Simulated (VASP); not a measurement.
Input of a VASP 6.6.1 run:

The input INCAR:

```
SYSTEM = GaP
PREC = Accurate ; ENCUT = 300
EDIFF = 1E-7 ; ISMEAR = 0
SIGMA = 0.03 ; LREAL = .FALSE.
LASPH = .TRUE. ; NELM = 80
ALGO = Normal ; ISIF = 3
LWAVE = .FALSE. ; LCHARG = .FALSE.
GGA = PE ; IBRION = 2
NSW = 90 ; EDIFFG = -0.005
```

Contents of KPOINTS:

```
Automatic mesh
0
G
  4 4 4
  0 0 0
```

The input POSCAR:

```
GaP                                     
1.0
    0.0000000000      2.7695792001      2.7695792001
    2.7695792001      0.0000000000      2.7695792001
    2.7695792001      2.7695792001     -0.0000000000
  Ga              P             
     1     1
Direct
     0.0000000000000000    0.0000000000000000    0.0000000000000000
     0.2500000000000000    0.2500000000000000    0.2500000000000000
```

Potentials or basis: VASP PAW PBE potentials, release 64 (Ga, P).

Launch:

```sh
$ cat potpaw_PBE.64/Ga/POTCAR potpaw_PBE.64/P/POTCAR > POTCAR
$ mpirun -np 1 vasp_std > vasp.out
```

Problem. What does it give for the band gap on the k mesh?

Solution. 1.48 eV, direct.

Final structure:
```yaml
crystal:
  lattice:
    - [0.00000, 2.76958, 2.76958]
    - [2.76958, 0.00000, 2.76958]
    - [2.76958, 2.76958, 0.00000]
  atoms:
    - { symbol: Ga, position: [0.00000, 0.00000, 0.00000] }
    - { symbol: P, position: [0.25000, 0.25000, 0.25000] }
```

Caveat: the k mesh is coarse (spacing up to 0.49 Å⁻¹), so the values aren't converged; the relaxation stopped at its first step, so nothing moved. A k mesh can miss the band edges.
